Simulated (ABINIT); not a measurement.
# As: single point with LDA

As:

```
CELL_PARAMETERS angstrom
1.88080 1.08588 3.51406
-1.88080 1.08588 3.51406
0.00000 -2.17176 3.51406
ATOMIC_POSITIONS crystal
As 0.22600 0.22600 0.22600
As 0.77400 0.77400 0.77400
```

```yaml
Program: ABINIT 10.8.3 (patched build)
Task: single point
Functional: LDA
Potentials_or_basis: PseudoDojo NC SR LDA v0.4.1 standard
Cutoff: 1088 eV
k_mesh: 7 × 7 × 7
Occupations: fermi-dirac, width 0.05 eV
Spin: no spin polarisation
```

The pressure is -1.7 GPa. The largest force is 0.227 eV/Å. The band gap on the k mesh is none (metal or under the smearing width). The valence electrons inside the program's atomic spheres are As 12.30 (radii [1.0584] Å).

Forces in eV/Å, atoms in the order of the input:
```
As   0.000  0.000  0.227
As   0.000  0.000 -0.227
```

Stress tensor (GPa, compression positive):
```
-1.44  0.00  0.00
 0.00 -1.44  0.00
 0.00  0.00 -2.28
```

Levels at points of the mesh, in eV from the Fermi level:
```tsv
k point	band 13	band 14	band 15	band 16	band 17	band 18
(0.00, 0.00, 0.00)	-2.45	-1.99	-1.99	1.63	2.91	2.91
```

It took 19 s on 4 MPI ranks on Intel(R) Xeon(R) 6975P-C (Granite Rapids), on a shared host, peak memory 0.32 GiB a rank.
